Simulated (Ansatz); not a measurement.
A plane-wave DFT run in Ansatz 0.2.0 (scalar-relativistic PAW potentials unless the input names others): input and command.

```yaml
crystal:
  lattice:
    - [6.9597876818, -3.0534694523, -0.0775602869]
    - [6.9597876818, 3.0534694523, -0.0775602869]
    - [-7.0291411221, 0.0, 6.9146255939]
  atoms:
    - { symbol: Ge, position: [0.4885483738, 0.4885483738, 9.66926e-05] }
    - { symbol: Ge, position: [0.2820595287, 0.2820595287, 0.205202238] }
    - { symbol: Sb, position: [0.1088509331, 0.1088509331, 0.4310953283] }
    - { symbol: Sb, position: [0.8912153555, 0.8912153555, 0.5806292843] }
    - { symbol: Te, position: [0.4067039464, 0.4067039464, 0.5964984768] }
    - { symbol: Te, position: [0.2140659834, 0.2140659834, 0.8104440773] }
    - { symbol: Te, position: [0.0066486809, 0.0066486809, -0.0022935742] }
    - { symbol: Te, position: [0.8039074362, 0.8039074362, 0.1987881536] }
    - { symbol: Te, position: [0.597999762, 0.597999762, 0.3795393232] }
basis:
  ecutwfc: 420
kpoints:
  mp_grid: { grid: [8, 8, 6] }
hamiltonian:
  xc: pbe
  hubbard: { sites: [{ species: Sb, l: p, u_eff: -5.0 }] }
scf:
  occupations: { method: gaussian, width: 0.01 }
  max_iter: 60
output:
  forces: true
  eigenvalues: true
  stress: true
```

```bash
ansatz run input.yaml --threads 4 --pin off --max-ram 10240MiB --backend cpu --events-out ev --progress --plain --runs-dir out
```

Abridged log:
```
Ge: projections on atomic orbitals take those of the free atom [Ar] 3d10 4s2 4p2, of charge +0.00 (hamiltonian.pseudopotentials.projection_atoms); the dataset's partial waves leave at most 1.2e-6 of an orbital's norm unspanned inside its sphere
Sb: projections on atomic orbitals take those of the free atom [Kr] 4d10 5s2 5p3, of charge +0.00 (hamiltonian.pseudopotentials.projection_atoms); the dataset's partial waves leave at most 3.6e-6 of an orbital's norm unspanned inside its sphere
Te: projections on atomic orbitals take those of the free atom [Kr] 4d10 5s2 5p4, of charge +0.00 (hamiltonian.pseudopotentials.projection_atoms); the dataset's partial waves leave at most 7.8e-6 of an orbital's norm unspanned inside its sphere
Pseudopotentials: kind: paw
Pseudopotential: Ge, paw, valence charge 14, recommended cutoff 420 eV (normal)
Pseudopotential: Sb, paw, valence charge 15, recommended cutoff 420 eV (normal)
Pseudopotential: Te, paw, valence charge 16, recommended cutoff 420 eV (normal)
Functional definition: PBE
Crystal: 9 atoms, lattice volume = 290.563 Å³
Basis set: ecut = 420 eV, 5689 PW (Γ), exchange–correlation on 108×108×144 points (8 copies of the dense FFT grid, shifted against one another)
Bands: 83, of which v1, the nominal top of the filled ones, is band 69 counted from 1 (68 counted from 0)
Symmetry: 2 space group operations
Space group: Cm (ITA 8), of the structure as read, at distance tolerance 6.6e-5 Å
k-points: 114 of 384 (time reversal used)
Initial density: superposition of atomic densities (chi_scale 0.1, normalization cell, long waves of neutral atoms under a Hubbard term (reshape's long-wave potential 0.01 eV rms, cloud 2.77 Å wide))
Initial wavefunctions: pseudopotential atomic-orbital guess
Functional: x = pbe(κ = 0.804, μ = 0.21951497), c = pbe(β = 0.06672455)
SCF iter   1: F=—  HF=-56467.052823 eV  |F-HF|=—  |Δ(HF+E_count)|=         —  Δρ=1.51e-2  dr2=1.33e0  ethr=9.61e-4  ⟨swp⟩=2.2  Hψ=46387  notcnv=0
SCF iter   2: F=—  HF=-56466.806062 eV  |F-HF|=—  |Δ(HF+E_count)|=   2.47e-1  Δρ=8.03e-3  dr2=1.65e-1  ethr=9.61e-4  ⟨swp⟩=3.3  Hψ=12931  notcnv=0  defer=3
SCF iter   3: F=—  HF=-56466.803900 eV  |F-HF|=—  |Δ(HF+E_count)|=   2.16e-3  Δρ=3.94e-3  dr2=4.23e-2  ethr=1.20e-4  ⟨swp⟩=2.1  Hψ=11583  notcnv=0  defer=600
SCF iter   4: F=—  HF=-56466.808387 eV  |F-HF|=—  |Δ(HF+E_count)|=   4.49e-3  Δρ=5.79e-4  dr2=1.27e-3  ethr=3.06e-5  ⟨swp⟩=2.9  Hψ=12489  notcnv=0  defer=600
SCF iter   5: F=—  HF=-56466.809067 eV  |F-HF|=—  |Δ(HF+E_count)|=   6.80e-4  Δρ=2.26e-4  dr2=2.26e-4  ethr=9.19e-7  ⟨swp⟩=2.0  Hψ=13696  notcnv=0  defer=606
SCF iter   6: F=—  HF=-56466.809259 eV  |F-HF|=—  |Δ(HF+E_count)|=   1.92e-4  Δρ=8.69e-5  dr2=3.42e-5  ethr=1.64e-7  ⟨swp⟩=2.0  Hψ=12728  notcnv=0  defer=606
SCF iter   7: F=—  HF=-56466.809350 eV  |F-HF|=—  |Δ(HF+E_count)|=   9.04e-5  Δρ=3.09e-5  dr2=3.24e-6  ethr=2.48e-8  ⟨swp⟩=2.0  Hψ=12744  notcnv=0  defer=606
SCF iter   8: F=—  HF=-56466.809352 eV  |F-HF|=—  |Δ(HF+E_count)|=   2.55e-6  Δρ=1.05e-5  dr2=3.66e-7  ethr=2.34e-9  ⟨swp⟩=2.0  Hψ=12728  notcnv=0  defer=606
SCF iter   9: F=-56466.809353 eV  HF=-56466.809353 eV  |F-HF|=6.15e-8  |Δ(HF+E_count)|=   3.81e-7  Δρ=3.49e-6  dr2=3.49e-8  ethr=7.25e-11  ⟨swp⟩=10.3  Hψ=45691  notcnv=0
SCF 1 converged in 9 iterations: F = -56466.809353 eV  dr2 = 3.49e-8
SCF converged after 9 iterations
Free energy (F): -56466.809353 eV
Harris-Foulkes:  -56466.809353 eV  (|F-HF|=6.15e-8)
Internal energy: -56466.809353 eV  (E = F + TS)
E sigma→0 (E₀):  -56466.809353 eV
Fermi energy:    7.986744 eV
--- Forces (eV/Å), atoms counted from 1 ---
  atom   1  Ge    -0.00469163     0.00000000     0.00173657
  atom   2  Ge     0.00177041     0.00000000     0.00051717
  atom   3  Sb     0.00146261     0.00000000     0.00363017
  atom   4  Sb    -0.02053435     0.00000000     0.00643267
  atom   5  Te     0.00061334     0.00000000    -0.00488877
  atom   6  Te     0.00889292     0.00000000     0.00023234
  atom   7  Te     0.00786787     0.00000000    -0.00138207
  atom   8  Te     0.00372837     0.00000000    -0.00626968
  atom   9  Te     0.00089851     0.00000000     0.00000321
--- Stress (GPa, compression-positive) ---
       -0.074436       0.000000      -0.014197
        0.000000      -0.070063       0.000000
       -0.014197       0.000000      -0.054249
  P = ⅓ Tr σ = -0.0662 GPa (-0.662 kbar)
Occupation matrices written to <dir>
```

Task: What should be changed?

Result: The fault is an enormous or negative U (hamiltonian.hubbard: not typed → {"sites": [{"species": "Sb", "l": "p", "u_eff": -5.0}]}, the first being the value of the sound run). Setting it back cures it. The run converged all the same, with an energy at zero smearing 830 meV/atom below the reference's (the Hamiltonian itself differs), pressure -0.07 GPa, largest force 0.022 eV/Å, gap on the mesh 0.22 eV, so convergence alone doesn't show that an input is right. A reference run on usual settings, whose relaxation ended at this geometry, converged, and the end of its own relaxation has pressure 0.00 GPa, largest force 0.005 eV/Å, gap on the mesh 0.24 eV.

Time: 63 s on 4 threads of Intel(R) Xeon(R) 6975P-C (Granite Rapids), on a shared host, peak memory 3.3 GiB.